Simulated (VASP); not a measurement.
# A VASP 6.6.1 single-point calculation on SnSe

INCAR

```
ENCUT = 520
NSW = 0
SIGMA = 0.05
LWAVE = .FALSE.
ISIF = 2
LCHARG = .FALSE.
LASPH = .TRUE.
IBRION = -1
ISMEAR = -5
NBANDS = 17
GGA = PE
EDIFF = 1E-7
NELM = 55
PREC = Accurate
LREAL = .FALSE.
```

KPOINTS

```
KPOINTS created by Atomic Simulation Environment
0
Gamma
6 6 6
0 0 0
```

POSCAR

```
Sn Se
 1.0000000000000000
     0.0336398429000000    3.3639842879000001    3.3639842879000001
     3.3639842879000001    0.0336398429000000    3.3639842879000001
     3.3976241308000001    3.3976241308000001    0.0000000000000000
 Sn  Se
   1   1
Cartesian
 -0.0000000000000000 -0.0000000000000000  0.0138765990918354
  1.6988120653999998  1.6988120653999998  1.6681155448581642
```

The recommended PBE PAW datasets give the neutral cell 20 valence electrons.

Command

```
mpirun -np 1 vasp_std
```

Q: Predict the outcome of this run.

A: It converged. Results: gap between bands v and c on the k mesh 0.15 eV; least direct gap on the k mesh 0.64 eV; pressure 0.7 GPa. Band v is the last that the valence electrons fill when counted band by band, and c is the next.

OSZICAR

```
N       E                     dE             d eps       ncg     rms          rms(c)
DAV:   1     0.131645173519E+03    0.13165E+03   -0.96252E+03  1572   0.128E+03
DAV:   2     0.612093428216E+01   -0.12552E+03   -0.12199E+03  1677   0.312E+02
DAV:   3    -0.768767522917E+01   -0.13809E+02   -0.13716E+02  1920   0.970E+01
DAV:   4    -0.807661611314E+01   -0.38894E+00   -0.38867E+00  1826   0.176E+01
DAV:   5    -0.808869562079E+01   -0.12080E-01   -0.12079E-01  2182   0.304E+00    0.335E+00
DAV:   6    -0.775113312538E+01    0.33756E+00   -0.94044E-01  2245   0.451E+00    0.205E+00
DAV:   7    -0.774820441764E+01    0.29287E-02   -0.11355E-01  1655   0.139E+00    0.103E+00
DAV:   8    -0.775077256622E+01   -0.25681E-02   -0.12878E-02  1862   0.102E+00    0.123E-01
DAV:   9    -0.775106146772E+01   -0.28890E-03   -0.31717E-03  1771   0.377E-01    0.894E-02
DAV:  10    -0.775145787812E+01   -0.39641E-03   -0.56699E-04  1702   0.152E-01    0.248E-02
DAV:  11    -0.775155347257E+01   -0.95594E-04   -0.12038E-04  1811   0.685E-02    0.761E-03
DAV:  12    -0.775156042924E+01   -0.69567E-05   -0.10472E-05  1751   0.325E-02    0.269E-03
DAV:  13    -0.775156203486E+01   -0.16056E-05   -0.23727E-06  1692   0.798E-03    0.238E-03
DAV:  14    -0.775156217250E+01   -0.13764E-06   -0.23086E-07  1777   0.347E-03    0.282E-04
DAV:  15    -0.775156217230E+01    0.20782E-09   -0.15901E-08  1378   0.805E-04
   1 F= -.77515622E+01 E0= -.77515622E+01  d E =0.000000E+00
```

Standard output (part)

```
POSCAR found type information on POSCAR SnSe
 POSCAR found :  2 types and       2 ions
 LDA part: xc-table for (Slater+PW92), standard interpolation
 POSCAR, INCAR and KPOINTS ok, starting setup
 WAVECAR not read
 entering main loop
```

For comparison, a separate PBE run of the intended cell, on usual settings and not on those above, gives a gap of 0.15 eV on its mesh and a pressure of 0.7 GPa.
